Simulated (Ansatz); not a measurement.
An input for Ansatz 0.2.0 (LiH):

File run.py:

```python
import json

import ase.io
import numpy as np

import ansatz as az

atoms = ase.io.read("POSCAR", format="vasp")
atoms.set_initial_magnetic_moments([0.2, 0.2])

calculation = (
    az.Crystal.from_ase(atoms)
    .calculation()
    .kpoints(11, 11, 11)
    .functional(exchange="rpw86", correlation="pbe", dispersion="d3bj")
    .pseudopotentials(kind="nc")
    .spin("collinear")
    .scf(extra_bands=14)
    .occupations(method="fixed")
    .wannier(mesh=(6, 6, 6), projections=(az.TrialShell(site=1, l="p"),), minimise=True,
        disentanglement_window=(-9.3, 12.2), disentanglement_frozen_window=(-7.8, 0.5), write_xyz=True)
    .band_table(publish=True)
)
outcome = calculation.run(threads=2, events_out="events.jsonl")

report = outcome.report
for line in open("events.jsonl"):
    event = json.loads(line)
    if event["event"] == "scf_iter":
        d = event["data"]
        print(f"SCF {d['iter']:3d}  HF = {d['harris_foulkes_ev']:.6f} eV  dr2 = {d['dr2_ev']:.2e} eV")
    elif event["event"] in ("relax_step", "md_step"):
        d = event["data"]
        print(f"{event['event']} {d['step']:3d}  E = {d['lagrangian_ev']:.6f} eV")
np.set_printoptions(precision=5, suppress=True, linewidth=110)
print("converged:", report["converged"], "after", report["n_iterations"], "iterations")
print(f"free energy {report['free_energy_ev']:.6f} eV, Fermi level {report['fermi_energy_ev']:.4f} eV")
for key in ("band_edges_ev", "magnetization_mub", "site_moments_mub", "site_moments_nc_mub", "forces_ev_ang",
                "stress_gpa", "kpoints_frac", "eigenvalues_ev"):
    if report.get(key) is not None:
        print(key, np.array(report[key]), sep="\n")
```

POSCAR

```
LiH
1.0
    0.0000000000      2.0367500000      2.0367500000
    2.0367500000      0.0000000000      2.0367500000
    2.0367500000      2.0367500000      0.0000000000
Li H
1 1
Direct
    0.0000000000      0.0000000000      0.0000000000
    0.5000000000      0.5000000000      0.5000000000
```

Potentials or basis: Ansatz NC.

Command:

```console
$ python run.py
```

Q: What does the program do with it?

A: The run stopped without a result. It printed:

Output:

```text
Traceback (most recent call last):
  File "run.py", line 24, in <module>
  [frames inside libraries left out]
ansatz.RefusalError: inconsistent input (output.wannier.projections): the file of H doesn't list 2p, and it can't be added: PBE doesn't bind the shell 2p of the free atom, whose level lies at +0.31 eV. Type an atom or ion with it (hamiltonian.pseudopotentials.projection_atoms), take another file or name another shell
```
